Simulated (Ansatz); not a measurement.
Crystal: Gd.

```
CELL_PARAMETERS angstrom
-2.02500 2.02500 2.02500
2.02500 -2.02500 2.02500
2.02500 2.02500 -2.02500
ATOMIC_POSITIONS crystal
Gd 0.00000 0.00000 0.00000
```

This isn't the form of Gd at room conditions, which is hcp.

Base run:

```yaml
Program: Ansatz 0.2.0
Functional: PBE
Potentials_or_basis: Ansatz PAW
Cutoff: "420 eV (not typed: the program's choice for these potentials)"
k_mesh: 8 × 8 × 8
Occupations: fermi-dirac, width 0.05 eV
Spin: collinear spin, ferromagnetic start
Starting_moments: "[1.8] μB"
Fixed_moment: 1.8 μB
```

Its results: pressure 1.4 GPa; site moments Gd +1.74 μB.

**Question.** After a change of settings the same cell gave: pressure 2.3 GPa; site moments Gd +7.99 μB. Which change was it?
A. fixed moment from 1.8 μB to 8.8 μB; moments at the start from [1.8] to [8.8]
B. fixed moment from 1.8 μB to 14 μB; moments at the start from [1.8] to [14.0]
C. fixed moment from 1.8 μB to 7 μB; moments at the start from [1.8] to [7.0]
D. fixed moment from 1.8 μB to 3.5 μB; moments at the start from [1.8] to [3.5]

**Answer.** A.

Caveats: the total moment is fixed, so each spin has its own Fermi level; the thresholds are loose for stress.
